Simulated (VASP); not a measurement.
Wanted: the native input for a VASP 6.6.1 run.

| Quantity | Value |
| --- | --- |
| Task | single point |
| Functional | LDA |
| Potentials or basis | VASP PAW LDA potentials, release 64 (B, N) |
| Cutoff | 520 eV |
| k mesh | 8 × 8 × 8 |
| Occupations | gaussian, width 0.03 eV |
| Spin | no spin polarisation |
| Further INCAR settings | ALGO = Fast; EDIFF = 1e-07; NBANDS = 11 |

The structure of BN (Qingsongite) lies in POSCAR:

```
BN
1.0
    0.0000000000      1.8075000000      1.8075000000
    1.8075000000      0.0000000000      1.8075000000
    1.8075000000      1.8075000000      0.0000000000
B N
1 1
Direct
    0.0000000000      0.0000000000      0.0000000000
    0.2500000000      0.2500000000      0.2500000000
```

One way to write it, as run:

INCAR

```
SYSTEM = BN
ALGO = Fast
EDIFF = 1E-7
ENCUT = 520
ISIF = 2
ISMEAR = 0
KPAR = 4
LASPH = .TRUE.
LCHARG = .FALSE.
LREAL = .FALSE.
LWAVE = .FALSE.
NBANDS = 11
NELM = 80
PREC = Accurate
SIGMA = 0.03
```

KPOINTS

```
k-points
0
G
  8 8 8
  0 0 0
```

Potentials or basis: VASP PAW LDA potentials, release 64 (B, N).

Command:

```bash
$ cat potpaw_LDA.64/B/POTCAR potpaw_LDA.64/N/POTCAR > POTCAR
$ mpirun -np 4 vasp_std > vasp.out
```

It gave:

```yaml
Pressure: -10.1 GPa
Band_gap_on_the_k_mesh: 4.34 eV, indirect (least direct gap 8.68 eV)
```

It took 1.9 s on 4 MPI ranks on Intel(R) Xeon(R) Platinum 8259CL CPU @ 2.50GHz (Skylake/Cascade Lake), with other jobs on the host, peak memory 0.11 GiB a rank.
